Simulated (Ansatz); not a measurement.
The reference is GeO2 in the rutile structure (space group P4_2/mnm, No. 136).

```yaml
crystal:
  lattice:
    - [4.41054, 0.00000, 0.00000]
    - [0.00000, 4.41054, 0.00000]
    - [0.00000, 0.00000, 2.87016]
  atoms:
    - { symbol: Ge, position: [0.00000, 0.00000, 0.00000] }
    - { symbol: Ge, position: [0.50000, 0.50000, 0.50000] }
    - { symbol: O, position: [0.30600, 0.30600, 0.00000] }
    - { symbol: O, position: [0.80600, 0.19400, 0.50000] }
    - { symbol: O, position: [0.19400, 0.80600, 0.50000] }
    - { symbol: O, position: [0.69400, 0.69400, 0.00000] }
```

Computed with r2SCAN (Ansatz, a program for electronic structure, PAW, no spin-orbit coupling).

For the base:

| Item | Value |
|---|---|
| Band gap | 2.51 eV |

It is then changed as follows: the cell is scaled by 1.0127 in all directions; the atoms relax in the strained cell.

Question: How does this affect the energy relative to the base?

Answer: The energy rises by 10 meV/atom.

Question: What happens to the band gap?

Answer: The band gap falls by 0.508 eV, from 2.51 eV to 2.01 eV.

Whether these cells are dynamically stable was not tested.
